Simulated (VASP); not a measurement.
Wanted: the native input for a VASP 6.6.1 run.

```
Task                   : single point
Functional             : PBEsol
Potentials or basis    : VASP PAW PBE potentials, release 64 (Mo_sv, S)
Cutoff                 : 520 eV
k mesh                 : 15 × 15 × 2
Occupations            : gaussian, width 0.02 eV
Spin                   : no spin polarisation
Further INCAR settings : ALGO = Fast; EDIFF = 1e-06; NBANDS = 49
```

The structure of MoS2 lies in POSCAR:

```
MoS2
1.0
    3.1411200000      0.0000000000      0.0000000000
   -1.5705600000      2.7202900000      0.0000000000
    0.0000000000      0.0000000000     27.6261600000
Mo S
3 6
Direct
    0.6666700000      0.3333300000      0.0000000000
    0.3333300000      0.6666700000      0.7723400000
    0.3333300000      0.6666700000      0.2276600000
    0.3333300000      0.6666700000      0.0564500000
    0.6666700000      0.3333300000      0.8287800000
    0.6666700000      0.3333300000      0.2840600000
    0.3333300000      0.6666700000      0.9435500000
    0.6666700000      0.3333300000      0.7159400000
    0.6666700000      0.3333300000      0.1712200000
```

These files were run (other wordings do the same):

INCAR

```
SYSTEM = MoS2
ALGO = Fast
EDIFF = 1E-6
ENCUT = 520
GGA = PS
ISIF = 2
ISMEAR = 0
LASPH = .True.
LCHARG = .True.
LELF = .True.
LREAL = .False.
LVHAR = .True.
LWAVE = .False.
NBANDS = 49
NELM = 60
PREC = Accurate
SIGMA = 0.02
```

KPOINTS

```
k-points
0
Gamma
  15 15 2
  0 0 0
```

Potentials or basis: VASP PAW PBE potentials, release 64 (Mo_sv, S).

Launch:

```console
$ cat potpaw_PBE.64/Mo_sv/POTCAR potpaw_PBE.64/S/POTCAR > POTCAR
$ mpirun -np 1 vasp_std > vasp.out
```

It gave:

- Largest force: 0.006 eV/Å
- Band gap on the k mesh: 1.23 eV, indirect (least direct gap 1.77 eV)

Caveat: the PAW data sets were made with another functional, which shifts forces and pressure a little.

Wall time 25 min on 1 thread of Intel(R) Xeon(R) 6975P-C (Granite Rapids) (shared host), peak memory 1.1 GiB.
